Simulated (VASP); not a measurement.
# Ni (P-1) in VASP: band structure with LDA+U

Aim: the band structure of Ni with LDA+U.

Everything below comes from runs of VASP 6.6.1. Logs are shortened: lines on timing, memory, paths and dates and some standing lists are left out, and cuts for length are marked.

## 1. The undisturbed crystal

The typed cell holds 2 atoms: a = 2.397 Å, b = 2.397 Å, c = 3.914 Å, α = 90.00°, β = 90.00°, γ = 109.47°.

This isn't the form of Ni at room conditions, which is fcc.

## 2. Band structure, LDA+U, collinear spin, ferrimagnetic start (atom 2 moved 0.75 Å; volume scaled by 0.88)

The input, POSCAR:

```
Ni
1.0
   -1.3259923559      1.3259923559      1.3259923559
    1.3259923559     -1.3259923559      1.3259923559
    2.6519847118      2.6519847118      0.0000000000
Ni
2
Cartesian
    0.0167249670     -0.0094871173      0.3588416823
    1.3092673889      1.3354794732      0.9671506736
```

The input, INCAR.step1:

```
SYSTEM = Ni
ALGO = Normal
EDIFF = 1E-7
ENCUT = 520
ISIF = 2
ISMEAR = -1
ISPIN = 2
LASPH = .TRUE.
LCHARG = .TRUE.
LDAU = .TRUE.
LDAUJ = 0
LDAUL = 2
LDAUPRINT = 1
LDAUTYPE = 2
LDAUU = 6.2
LMAXMIX = 4
LORBIT = 11
LREAL = .FALSE.
LWAVE = .FALSE.
MAGMOM = 1 -0.5
NBANDS = 21
NELM = 120
PREC = Accurate
SIGMA = 0.1
```

The input, KPOINTS.step1:

```
k-points
0
G
  12 12 7
  0 0 0
```

The input, INCAR.step2:

```
SYSTEM = Ni
ALGO = Normal
EDIFF = 1E-7
ENCUT = 520
ICHARG = 11
ISIF = 2
ISMEAR = 0
ISPIN = 2
LASPH = .TRUE.
LCHARG = .FALSE.
LDAU = .TRUE.
LDAUJ = 0
LDAUL = 2
LDAUPRINT = 1
LDAUTYPE = 2
LDAUU = 6.2
LMAXMIX = 4
LORBIT = 11
LREAL = .FALSE.
LWAVE = .FALSE.
MAGMOM = 1 -0.5
NBANDS = 21
NELM = 120
PREC = Accurate
SIGMA = 0.05
```

The input, KPOINTS.step2:

```
path GXSRAZGYX1A1TY,ZT
15
line-mode
reciprocal
 0.0000000000  0.0000000000  0.0000000000  G
 0.3750000000  0.3750000000  0.0000000000  X

 0.3750000000  0.3750000000  0.0000000000  X
 0.0000000000  0.5000000000  0.0000000000  S

 0.0000000000  0.5000000000  0.0000000000  S
 0.0000000000  0.5000000000  0.5000000000  R

 0.0000000000  0.5000000000  0.5000000000  R
 0.3750000000  0.3750000000  0.5000000000  A

 0.3750000000  0.3750000000  0.5000000000  A
 0.0000000000  0.0000000000  0.5000000000  Z

 0.0000000000  0.0000000000  0.5000000000  Z
 0.0000000000  0.0000000000  0.0000000000  G

 0.0000000000  0.0000000000  0.0000000000  G
-0.5000000000  0.5000000000  0.0000000000  Y

-0.5000000000  0.5000000000  0.0000000000  Y
-0.3750000000  0.6250000000  0.0000000000  X1

-0.3750000000  0.6250000000  0.0000000000  X1
-0.3750000000  0.6250000000  0.5000000000  A1

-0.3750000000  0.6250000000  0.5000000000  A1
-0.5000000000  0.5000000000  0.5000000000  T

-0.5000000000  0.5000000000  0.5000000000  T
-0.5000000000  0.5000000000  0.0000000000  Y

 0.0000000000  0.0000000000  0.5000000000  Z
-0.5000000000  0.5000000000  0.5000000000  T
```

Potentials or basis: VASP PAW LDA potentials, release 64 (Ni).

Started as:

```console
$ cat potpaw_LDA.64/Ni/POTCAR > POTCAR
$ cp INCAR.step1 INCAR
$ cp KPOINTS.step1 KPOINTS
$ mpirun -np 1 vasp_std > vasp.out
$ cp INCAR.step2 INCAR
$ cp KPOINTS.step2 KPOINTS
$ mpirun -np 1 vasp_std > vasp.out
```

OUTCAR:

```text
SYSTEM = Ni
   EDIFF = 1E-7
   ENCUT = 520
   ICHARG = 11
   ISIF = 2
   ISMEAR = 0
   ISPIN = 2
   LASPH = .TRUE.
   LORBIT = 11
   LREAL = .FALSE.
   NELM = 120
   PREC = Accurate

 ion  position               nearest neighbor table
   1  0.130  0.140  0.001-   2 1.96   2 1.98   2 2.72   2 2.73   2 2.77   2 2.77   2 2.78   2 2.78

   2  0.370  0.360  0.499-   1 1.96   1 1.98   1 2.72   1 2.73   1 2.77   1 2.77   1 2.78   1 2.78

  LATTYP: Found a base centered orthorhombic cell.
 ALAT       =     2.6519847118
 B/A-ratio  =     1.4142135624
 C/A-ratio  =     1.4142135624

  Lattice vectors:

 A1 = (  -1.3259923559,   1.3259923559,   1.3259923559)
 A2 = (   1.3259923559,  -1.3259923559,   1.3259923559)
 A3 = (   2.6519847118,   2.6519847118,   0.0000000000)

Analysis of symmetry for initial positions (statically):
=====================================================================
 Subroutine PRICEL returns:
 Original cell was already a primitive cell.

 Routine SETGRP: Setting up the symmetry group for a
 base centered orthorhombic supercell.

 Subroutine GETGRP returns: Found  2 space group operations
 (whereof  1 operations were pure point group operations)
 out of a pool of  8 trial point group operations.

The static configuration has the point symmetry C_1 .
 The point group associated with its full space group is S_2 .

Analysis of symmetry for dynamics (positions and initial velocities):
=====================================================================
 Subroutine PRICEL returns:
 Original cell was already a primitive cell.

 Routine SETGRP: Setting up the symmetry group for a
 base centered orthorhombic supercell.

 Subroutine GETGRP returns: Found  2 space group operations
 (whereof  1 operations were pure point group operations)
 out of a pool of  8 trial point group operations.

The dynamic configuration has the point symmetry C_1 .
 The point group associated with its full space group is S_2 .

Analysis of structural, dynamic, and magnetic symmetry:
=====================================================================
 Subroutine PRICEL returns:
 Original cell was already a primitive cell.

 Routine SETGRP: Setting up the symmetry group for a
 base centered orthorhombic supercell.

 Subroutine GETGRP returns: Found  1 space group operations
 (whereof  1 operations were pure point group operations)
 out of a pool of  8 trial point group operations.

The overall configuration has the point symmetry C_1 .

[... 196 lines left out ...]
  o =  0.9391  v = -0.2629 -0.5291 -0.5982  0.5413 -0.0094  0.0000  0.0000  0.0000  0.0000  0.0000      0.0000  0.0000  0.0000  0.0000  0.0000  0.0000  0.0000  0.0000  0.0000  0.0000
  o =  0.9517  v =  0.0000  0.0000  0.0000  0.0000  0.0000  0.0000 -0.0441 -0.0001 -0.0449 -0.9980      0.0000  0.0000  0.0000  0.0000  0.0000  0.0000  0.0000  0.0000  0.0000  0.0000
  o =  0.9549  v =  0.0054 -0.0778 -0.0032 -0.0597  0.9952  0.0000  0.0000  0.0000  0.0000  0.0000      0.0000  0.0000  0.0000  0.0000  0.0000  0.0000  0.0000  0.0000  0.0000  0.0000
  o =  0.9565  v = -0.0359  0.7032  0.0283  0.7028  0.0974  0.0000  0.0000  0.0000  0.0000  0.0000      0.0000  0.0000  0.0000  0.0000  0.0000  0.0000  0.0000  0.0000  0.0000  0.0000
  o =  0.9699  v = -0.9133 -0.0338  0.4047 -0.0294  0.0018  0.0000  0.0000  0.0000  0.0000  0.0000      0.0000  0.0000  0.0000  0.0000  0.0000  0.0000  0.0000  0.0000  0.0000  0.0000

 number of electron      20.0000001 magnetization       1.1668691

 Free energy of the ion-electron system (eV)
  ---------------------------------------------------
  ext. energy  EPLUGINS =         0.00000000
  ---------------------------------------------------
  free energy    TOTEN  =        -4.01316959 eV

  energy without entropy =       -4.00873991  energy(sigma->0) =       -4.01095475

 E-fermi :  10.7863     XC(G=0): -14.3797

 val. band max:       10.7794829687   @ k =  -0.5000   0.5000   0.4286
 cond. band min:      10.7884871777   @ k =  -0.2143   0.2143   0.5000
 fundamental gap:      0.0090042090
 Fermi energy:        10.7863496169

 spin component 1

 k-point     1 :       0.0000    0.0000    0.0000
  band No.  band energies     occupation
      1       1.4300      1.00000
      2       4.2112      1.00000
      3       4.6376      1.00000
      4       5.8458      1.00000
      5       5.9810      1.00000
      6       7.1680      1.00000
[... 1145 lines left out ...]
     20      42.3185      0.00000
     21      45.2367      0.00000

 [... further k-points ...]

------------------------ aborting loop because EDIFF is reached ----------------------------------------

  FORCE on cell =-STRESS in cart. coord.  units (eV):
  Direction    XX          YY          ZZ          XY          YZ          ZX
  --------------------------------------------------------------------------------------
  -------------------------------------------------------------------------------------
  Total       20.1724949     20.2128104     13.7725588      0.2620420     -2.8982003      3.1118340
  in kB     1732.8347491   1736.2978851   1183.0747091     22.5096320   -248.9579142    267.3092340
  external PRESSURE =    1550.7357811 kB  Pullay stress =       0.0000000 kB

 VOLUME and BASIS-vectors are now :
 -----------------------------------------------------------------------------
  energy-cutoff  :      520.00
  volume of cell :       18.65
      direct lattice vectors                 reciprocal lattice vectors
    -1.325992356  1.325992356  1.325992356    -0.188538040  0.188538040  0.377076080
     1.325992356 -1.325992356  1.325992356     0.188538040 -0.188538040  0.377076080
     2.651984712  2.651984712  0.000000000     0.188538040  0.188538040  0.000000000

 POSITION                                       TOTAL-FORCE (eV/Angst)
 -----------------------------------------------------------------------------------
      0.01672     -0.00949      0.35884        -0.015652     -0.343733     -1.868596
      1.30927      1.33548      0.96715         0.015652      0.343733      1.868596
 -----------------------------------------------------------------------------------
    total drift:                               -0.000000     -0.000005     -0.000019

  FREE ENERGIE OF THE ION-ELECTRON SYSTEM (eV)
  ---------------------------------------------------
  free  energy   TOTEN  =        -4.0131695873 eV

  energy  without entropy=       -4.0087399118  energy(sigma->0) =       -4.01095475

 total charge

# of ion       s       p       d       tot
------------------------------------------
    1        0.462   0.477   9.023   9.962
    2        0.462   0.477   9.023   9.962
--------------------------------------------------
tot          0.925   0.954  18.046  19.924

 magnetization (x)

# of ion       s       p       d       tot
------------------------------------------
    1       -0.011  -0.015   0.535   0.509
    2       -0.011  -0.015   0.536   0.509
--------------------------------------------------
tot         -0.023  -0.031   1.071   1.018
```

OUTCAR.step1:

```text
SYSTEM = Ni
   EDIFF = 1E-7
   ENCUT = 520
   ISIF = 2
   ISMEAR = -1
   ISPIN = 2
   LASPH = .TRUE.
   LORBIT = 11
   LREAL = .FALSE.
   NELM = 120
   PREC = Accurate

[... 1475 lines left out ...]

 total charge

# of ion       s       p       d       tot
------------------------------------------
    1        0.559   0.532   8.857   9.949
    2        0.559   0.532   8.857   9.949
--------------------------------------------------
tot          1.118   1.065  17.714  19.898

 magnetization (x)

# of ion       s       p       d       tot
------------------------------------------
    1       -0.012  -0.009   0.617   0.596
    2       -0.012  -0.009   0.617   0.596
--------------------------------------------------
tot         -0.025  -0.018   1.234   1.191
```

OSZICAR.step1:

```text
N       E                     dE             d eps       ncg     rms          rms(c)
DAV:   1     0.102623027430E+03    0.10262E+03   -0.79829E+03 45818   0.135E+03
DAV:   2     0.190376920300E+01   -0.10072E+03   -0.92636E+02 43094   0.240E+02
DAV:   3    -0.537980306809E+01   -0.72836E+01   -0.70915E+01 47654   0.731E+01
[... 15 lines left out ...]
DAV:  19    -0.497000798831E+01   -0.26402E-05   -0.10388E-05 55942   0.395E-02    0.414E-03
DAV:  20    -0.497000982093E+01   -0.18326E-05   -0.11277E-05 50836   0.439E-02    0.313E-03
DAV:  21    -0.497001080708E+01   -0.98615E-06   -0.90166E-06 55207   0.413E-02    0.199E-03
DAV:  22    -0.497001115602E+01   -0.34893E-06   -0.35613E-06 53300   0.252E-02    0.106E-03
DAV:  23    -0.497001128767E+01   -0.13165E-06   -0.16745E-06 47215   0.155E-02    0.695E-04
DAV:  24    -0.497001131430E+01   -0.26630E-07   -0.21209E-07 32162   0.563E-03
   1 F= -.49700113E+01 E0= -.49539219E+01  d E =-.321789E-01  mag=     1.1669
```

It took 4.5 min on 1 thread of Intel Xeon 6975P-C (Granite Rapids), shared host; peak memory 0.35 GiB.

What came out:

```
Band gap along the path : none (metal or under the smearing width)
Net moment              : 1.17 μB per cell
```

Caveat: the log is that of the step along the path at fixed density, whose energy, stress, charges and moments have no meaning; the U is typed as a test and isn't derived for this compound.
